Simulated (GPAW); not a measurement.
Runs of GPAW 26.7.0 on NiO. The structure is cubic, space group Fm-3m (No. 225). Conventional cell: a = 4.172 Å, b = 4.172 Å, c = 4.172 Å, α = 90.00°, β = 90.00°, γ = 90.00°. Ni (site symmetry m-3m) is surrounded by 6 O at 2.09 Å. Around O (site symmetry m-3m) lie 6 Ni at 2.09 Å. 

```tsv
task	level	potentials or basis	band path	band points	pressure (GPa)	moment (μB)
band structure	LDA	the program's PAW data sets (release 1.2.1) made for this functional, pw	GXWKGLUWLK,UX	80	-15.6	0.71
band structure	vdW-DF2	GPAW PAW data sets (gpaw-data 1.2.1), pw	GXWKGLUWLK,UX	100	-	1.78
band structure	mBEEF	GPAW PAW data sets (gpaw-data 1.2.1), pw	GXWKGLUWLK,UX	100	11.4	2.00
band structure	BP86	PAW data sets generated in the run's folder for this functional, pw	GXWKGLUWLK,UX	60	(b)	1.76
band structure	PBEint	PAW data sets generated in the run's folder for this functional, pw	GXWKGLUWLK,UX	60	(a)	1.26
```

Alike in all rows: spin collinear, ferromagnetic start; cell as given; k mesh 8 × 8 × 8; cutoff (eV) 800; smearing fermi-dirac 0.05 eV.

**Question.** Estimate the missing entries.

**Answer.** (a) -0.8; (b) 9.7.

Caveats: a cell with one magnetic atom can't hold antiferromagnetic order, which such compounds often take; the stock nickel data set gives pressures a few GPa off other programs (some runs); the PAW data sets were made with another functional, which shifts forces and pressure a little (some runs); so large a pressure means that the cell lies far from this level's equilibrium, or that cutoff or potentials fall short (some runs).

Runs at the PBE level aren't shown here.
